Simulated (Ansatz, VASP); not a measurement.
Two plane-wave programs on Be4S

```
CELL_PARAMETERS angstrom
2.19136 1.26518 3.88526
-2.19136 1.26518 3.88526
0.00000 -2.53036 3.88526
ATOMIC_POSITIONS crystal
Be 0.50000 0.50000 0.00000
Be 0.00000 0.50000 0.50000
Be 0.50000 0.00000 0.50000
Be 0.50000 0.50000 0.50000
S 0.00000 0.00000 0.00000
```

Alike in both runs: functional PBE; k mesh 12 × 12 × 12; occupations gaussian, width 0.1 eV; no spin polarisation.

Ansatz relaxed the structure, and its values are those at the end. VASP's run is a single point on that final structure, the one shown.

|  | VASP | Ansatz |
| --- | --- | --- |
| version | VASP 6.6.1 | Ansatz 0.2.0 |
| potentials or method | VASP PAW PBE potentials, release 64 (Be, S) | scalar-relativistic, plane waves, PAW |
| plane-wave cutoff (eV) | 520 | 420 |
| valence electrons in the cell | 14 | 14 |

|  | VASP | Ansatz | Ansatz less VASP |
| --- | --- | --- | --- |
| gap on the k mesh at the Fermi level (eV) | none | none | - |
| pressure (GPa) | 0.0 | 0.0 | -0.05 |

A gap of «none» marks a metal or a gap that the smearing closes. With one functional, cell and mesh, what is left measures potentials, basis and numerics.
